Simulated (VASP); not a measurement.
# Zn2Ga2O3 (P-3m1) in VASP: single point with r2SCAN

Aim: the single point of Zn2Ga2O3 with r2SCAN.

Program: VASP 6.6.1. These are calculated values, not measurements. Logs are shortened: lines on timing, memory, paths and dates and some standing lists are left out, and cuts for length are marked.

## Step 1: The crystal as given

It takes space group P-3m1 (No. 164, trigonal). Conventional cell: a = 2.980 Å, b = 2.980 Å, c = 13.776 Å, α = 90.00°, β = 90.00°, γ = 120.00°. Zn (site symmetry 3m) is surrounded by 9 Zn at 2.89 to 2.98 Å. Ga (site symmetry 3m) is surrounded by 3 O at 1.89 Å. O (site symmetry 3m) is surrounded by 3 Ga at 1.89 Å. O (site symmetry -3m) has 6 Ga at 2.23 Å as nearest neighbours.

The cell was built by a generator and needn't be a form met in nature.

## Step 2: Single point, r2SCAN

INCAR

```
SYSTEM = Zn2Ga2O3
PREC = Accurate ; ENCUT = 520
EDIFF = 1E-6 ; ISMEAR = 0
SIGMA = 0.1 ; LREAL = .FALSE.
LASPH = .TRUE. ; NELM = 150
ALGO = Normal ; ISIF = 2
LWAVE = .FALSE. ; LCHARG = .FALSE.
METAGGA = R2SCAN ; LMIXTAU = .TRUE.
KPAR = 4
```

KPOINTS

```
regular mesh
0
G
  12 12 4
  0 0 0
```

POSCAR

```
Zn2Ga2O3
1.0
    2.9800520000      0.0000000000      0.0000000000
   -1.4900260000      2.5808000000      0.0000000000
    0.0000000000      0.0000000000     13.7759400000
Zn Ga O
2 2 3
Direct
    0.3333330000      0.6666670000      0.4157070000
    0.6666670000      0.3333330000      0.5842930000
    0.3333330000      0.6666670000      0.1034280000
    0.6666670000      0.3333330000      0.8965720000
    0.6666670000      0.3333330000      0.1603190000
    0.3333330000      0.6666670000      0.8396810000
    0.0000000000      0.0000000000      0.0000000000
```

Potentials or basis: VASP PAW PBE potentials, release 64 (Zn, Ga_d, O).

The run is started by

```sh
cat potpaw_PBE.64/Zn/POTCAR potpaw_PBE.64/Ga_d/POTCAR potpaw_PBE.64/O/POTCAR > POTCAR
mpirun -np 4 vasp_std > vasp.out
```

OUTCAR:

```text
SYSTEM = Zn2Ga2O3
   PREC = Accurate
   ENCUT = 520
   EDIFF = 1E-6
   ISMEAR = 0
   LREAL = .FALSE.
   LASPH = .TRUE.
   NELM = 150
   ISIF = 2
   METAGGA = R2SCAN

 ion  position               nearest neighbor table
   1  0.333  0.667  0.416-   2 2.89   2 2.89   2 2.89
   2  0.667  0.333  0.584-   1 2.89   1 2.89   1 2.89
   3  0.333  0.667  0.103-   5 1.89   5 1.89   5 1.89   7 2.23   7 2.23   7 2.23
   4  0.667  0.333  0.897-   6 1.89   6 1.89   6 1.89   7 2.23   7 2.23   7 2.23
   5  0.667  0.333  0.160-   3 1.89   3 1.89   3 1.89
   6  0.333  0.667  0.840-   4 1.89   4 1.89   4 1.89
   7  0.000  0.000  0.000-   3 2.23   4 2.23   3 2.23   4 2.23   4 2.23   3 2.23

  LATTYP: Found a hexagonal cell.
 ALAT       =     2.9800520000
 C/A-ratio  =     4.6227179928

  Lattice vectors:

 A1 = (   2.9800520000,   0.0000000000,   0.0000000000)
 A2 = (  -1.4900260000,   2.5808000000,   0.0000000000)
 A3 = (   0.0000000000,   0.0000000000,  13.7759400000)

Analysis of symmetry for initial positions (statically):
=====================================================================
 Subroutine PRICEL returns:
 Original cell was already a primitive cell.

 Routine SETGRP: Setting up the symmetry group for a
 hexagonal supercell.

 Subroutine GETGRP returns: Found 12 space group operations
 (whereof 12 operations were pure point group operations)
 out of a pool of 24 trial point group operations.

The static configuration has the point symmetry D_3d.

Analysis of symmetry for dynamics (positions and initial velocities):
=====================================================================
 Subroutine PRICEL returns:
 Original cell was already a primitive cell.

 Routine SETGRP: Setting up the symmetry group for a
 hexagonal supercell.

 Subroutine GETGRP returns: Found 12 space group operations
 (whereof 12 operations were pure point group operations)
 out of a pool of 24 trial point group operations.

The dynamic configuration has the point symmetry D_3d.

 Subroutine INISYM returns: Found 12 space group operations
 (whereof 12 operations are pure point group operations),
 and found     1 'primitive' translations

----------------------------------------------------------------------------------------

                                     Primitive cell

  volume of cell :     105.9496

  direct lattice vectors                    reciprocal lattice vectors
     2.980052000  0.000000000  0.000000000     0.335564614  0.193738376  0.000000000
    -1.490026000  2.580800000  0.000000000     0.000000000  0.387476751  0.000000000
     0.000000000  0.000000000 13.775940000     0.000000000  0.000000000  0.072590328

  length of vectors
     2.980052000  2.980051362 13.775940000     0.387476668  0.387476751  0.072590328

  position of ions in fractional coordinates (direct lattice)
     0.333333000  0.666667000  0.415707000
     0.666667000  0.333333000  0.584293000
     0.333333000  0.666667000  0.103428000
     0.666667000  0.333333000  0.896572000
     0.666667000  0.333333000  0.160319000
     0.333333000  0.666667000  0.839681000
     0.000000000  0.000000000  0.000000000

  ion indices of the primitive-cell ions
   primitive index   ion index
                 1           1
                 2           2
                 3           3
                 4           4
                 5           5
                 6           6
                 7           7

----------------------------------------------------------------------------------------

 KPOINTS: regular mesh

Automatic generation of k-mesh.
 Grid dimensions read from file:
 generate k-points for:   12   12    4

 Generating k-lattice:

  Cartesian coordinates                     Fractional coordinates (reciprocal lattice)
     0.027963718  0.016144865  0.000000000     0.083333333 -0.000000000  0.000000000
     0.000000000  0.032289729  0.000000000     0.000000000  0.083333333  0.000000000
     0.000000000  0.000000000  0.018147582     0.000000000  0.000000000  0.250000000

  Length of vectors
     0.032289722  0.032289729  0.018147582

  Shift w.r.t. Gamma in fractional coordinates (k-lattice)
     0.000000000  0.000000000  0.000000000

 Subroutine IBZKPT returns following result:
 ===========================================

 Found     69 irreducible k-points:

 Following reciprocal coordinates:
            Coordinates               Weight
  0.000000  0.000000  0.000000      1.000000
  0.083333  0.000000  0.000000      6.000000
  0.166667  0.000000  0.000000      6.000000
  0.250000 -0.000000  0.000000      6.000000
  0.333333  0.000000  0.000000      6.000000
  0.416667  0.000000  0.000000      6.000000
[... 16 lines left out ...]
  0.166667  0.000000  0.250000      6.000000
  0.000000  0.166667  0.250000      6.000000
 [... further k-points ...]
   k-points           NKPTS =     69   k-points in BZ     NKDIM =     69   number of bands    NBANDS=     40
   number of dos      NEDOS =    301   number of ions     NIONS =      7
   total plane-waves  NPLWV =  62208
   dimension x,y,z NGX =    24 NGY =   24 NGZ =  108
   dimension x,y,z NGXF=    48 NGYF=   48 NGZF=  216
   ions per type =               2   2   3
   NGX,Y,Z   is equivalent  to a cutoff of  13.39, 13.39, 13.03 a.u.
   NGXF,Y,Z  is equivalent  to a cutoff of  26.78, 26.78, 26.07 a.u.
 SYSTEM =  Zn2Ga2O3
   PREC   = accura    normal or accurate (medium, high low for compatibility)
   ISTART =      0    job   : 0-new  1-cont  2-samecut
   ICHARG =      2    charge: 1-file 2-atom 10-const
   ISPIN  =      1    spin polarized calculation?
   LNONCOLLINEAR =      F non collinear calculations
   LSORBIT =      F    spin-orbit coupling
   LASPH  =      T    aspherical Exc in radial PAW
   ENCUT  =  520.0 eV  38.22 Ry    6.18 a.u.   5.54  5.54 25.61*2*pi/ulx,y,z
   NELM   =    150;   NELMIN=  2; NELMDL= -5     # of ELM steps
   EDIFF  = 0.1E-05   stopping-criterion for ELM
   LREAL  =      F    real-space projection
   EDIFFG = 0.1E-04   stopping-criterion for IOM
   NSW    =      0    number of steps for IOM
   IBRION =     -1    ionic relax: 0-MD 1-quasi-New 2-CG
   NFREE  =      0    steps in history (QN), initial steepest desc. (CG)
   ISIF   =      2    stress and relaxation
   ISYM   =      2    0-nonsym 1-usesym 2-fastsym
   POTIM  = 0.5000    time-step for ionic-motion
   TEBEG  =    0.0;   TEEND  =   0.0 temperature during run
   PSTRESS=    0.0 pullay stress
   NELECT =      68.0000    total number of electrons
   NUPDOWN=      -1.0000    fix difference up-down
   EMIN   =  10.00;   EMAX   =-10.00  energy-range for DOS
   EFERMI =   0.00;   METHOD = LEGACY
   ISMEAR =     0;   SIGMA  =   0.10  broadening in eV -4-tet -1-fermi 0-gaus
   EFERMI_NEDOS =   21; number of points for ismear=-14 and -15
   IALGO  =     38    algorithm
   IMIX   =      4    mixing-type and parameters
     AMIX     =   0.40;   BMIX     =  1.00
     AMIX_MAG =   1.60;   BMIX_MAG =  1.00
  volume/ion in A,a.u.               =      15.14       102.14
  Fermi-wavevector in a.u.,A,eV,Ry     =   1.412141  2.668559 27.131943  1.994142
  Thomas-Fermi vector in A             =   2.533920
   LORBIT       =      0    0 simple, 1 ext, 2 COOP (PROOUT), +10 PAW based schemes
   METAGGA = R2SCAN    functional components
   LHFCALC =     F    Hartree Fock is set to
   AEXX    =    0.0000 exact exchange contribution
   IVDW    =     0    specifies the selected vdW correction
   LEPSILON=     F    determine dielectric tensor
   LRPA    =     F    only Hartree local field effects (RPA)
 non-spin polarized calculation
 Gauss-broadening in eV      SIGMA  =   0.10
  energy-cutoff  :      520.00
  volume of cell :      105.95
 maximum number of plane-waves:      2908
 NGX is ok and might be reduce to    24
   NGX = 11   NGY = 11   NGZ = 51

 number of electron      67.9999994 magnetization

 Free energy of the ion-electron system (eV)
  ---------------------------------------------------
  ext. energy  EPLUGINS =         0.00000000
  ---------------------------------------------------
  free energy    TOTEN  =       -66.98516830 eV

  energy without entropy =      -66.98277941  energy(sigma->0) =      -66.98397386

 E-fermi :   3.5457     XC(G=0): -10.8441

 val. band max:        3.5221223984   @ k =   0.0833   0.0833   0.2500
 cond. band min:       3.5781197290   @ k =   0.0000   0.0000   0.2500
 fundamental gap:      0.0559973306
 Fermi energy:         3.5456671994

 k-point     1 :       0.0000    0.0000    0.0000
  band No.  band energies     occupation
      1     -19.9369      2.00000
      2     -19.2475      2.00000
      3     -18.1124      2.00000
      4     -13.5402      2.00000
      5     -13.5401      2.00000
      6     -13.4948      2.00000
[... 32 lines left out ...]
     39       8.8740      0.00000
     40      11.7508      0.00000

 k-point     2 :       0.0833    0.0000    0.0000
  band No.  band energies     occupation
      1     -19.8603      2.00000
      2     -19.2013      2.00000
      3     -18.1155      2.00000
      4     -13.5229      2.00000
      5     -13.5111      2.00000
      6     -13.4964      2.00000
[... 32 lines left out ...]
     39       8.9352      0.00000
     40      11.3322      0.00000

 k-point     3 :       0.1667    0.0000    0.0000
  band No.  band energies     occupation
      1     -19.6426      2.00000
      2     -19.0750      2.00000
      3     -18.1245      2.00000
      4     -13.4844      2.00000
      5     -13.4788      2.00000
      6     -13.4424      2.00000
[... 853 lines left out ...]
  band No.  band energies     occupation
      1     -19.6426      2.00000
      2     -19.0751      2.00000
      3     -18.1245      2.00000
      4     -13.4844      2.00000
      5     -13.4789      2.00000
      6     -13.4424      2.00000
[... 32 lines left out ...]
     39       9.3485      0.00000
     40      10.5402      0.00000

 k-point    24 :       0.0000    0.1667    0.2500
  band No.  band energies     occupation
      1     -19.6426      2.00000
      2     -19.0750      2.00000
      3     -18.1245      2.00000
      4     -13.4844      2.00000
      5     -13.4788      2.00000
      6     -13.4424      2.00000
[... 32 lines left out ...]
     39       9.1625      0.00000
     40      10.5657      0.00000

 [... further k-points ...]

------------------------ aborting loop because EDIFF is reached ----------------------------------------

  FORCE on cell =-STRESS in cart. coord.  units (eV):
  Direction    XX          YY          ZZ          XY          YZ          ZX
  --------------------------------------------------------------------------------------
  -------------------------------------------------------------------------------------
  Total       -3.5509345     -3.5509324     -2.5129891      0.0000000     -0.0000000      0.0000000
  in kB      -53.6974674    -53.6974367    -38.0015892      0.0000000     -0.0000000      0.0000000
  external PRESSURE =     -48.4654978 kB  Pullay stress =       0.0000000 kB

 VOLUME and BASIS-vectors are now :
 -----------------------------------------------------------------------------
  energy-cutoff  :      520.00
  volume of cell :      105.95
      direct lattice vectors                 reciprocal lattice vectors
     2.980052000  0.000000000  0.000000000     0.335564614  0.193738376  0.000000000
    -1.490026000  2.580800000  0.000000000     0.000000000  0.387476751  0.000000000
     0.000000000  0.000000000 13.775940000     0.000000000  0.000000000  0.072590328

 POSITION                                       TOTAL-FORCE (eV/Angst)
 -----------------------------------------------------------------------------------
     -0.00000      1.72053      5.72675         0.000000     -0.000000      0.136075
      1.49003      0.86027      8.04919        -0.000000      0.000000     -0.136075
     -0.00000      1.72053      1.42482         0.000000      0.000000      0.160592
      1.49003      0.86027     12.35112        -0.000000      0.000000     -0.160592
      1.49003      0.86027      2.20854        -0.000000      0.000000     -0.493232
     -0.00000      1.72053     11.56740         0.000000      0.000000      0.493232
      0.00000      0.00000      0.00000        -0.000000      0.000000     -0.000000
 -----------------------------------------------------------------------------------
    total drift:                                0.000000     -0.000000      0.000000

  FREE ENERGIE OF THE ION-ELECTRON SYSTEM (eV)
  ---------------------------------------------------
  free  energy   TOTEN  =       -66.9851683015 eV

  energy  without entropy=      -66.9827794148  energy(sigma->0) =      -66.98397386
```

It took 4 min on 4 MPI ranks of Intel Xeon 6975P-C (Granite Rapids), shared host; peak memory 0.43 GiB.

What came out:

```yaml
Free_energy: -66.9852 eV
Pressure: -4.8 GPa
Largest_force: 0.493 eV/Å
Band_gap_on_the_k_mesh: none (metal or under the smearing width)
```

Forces on the atoms (eV/Å):
```
Zn   0.000  0.000  0.136
Zn   0.000  0.000 -0.136
Ga   0.000  0.000  0.161
Ga   0.000  0.000 -0.161
O    0.000  0.000 -0.493
O    0.000  0.000  0.493
O    0.000  0.000  0.000
```

Caveat: the PAW data sets were made with another functional, which shifts forces and pressure a little.
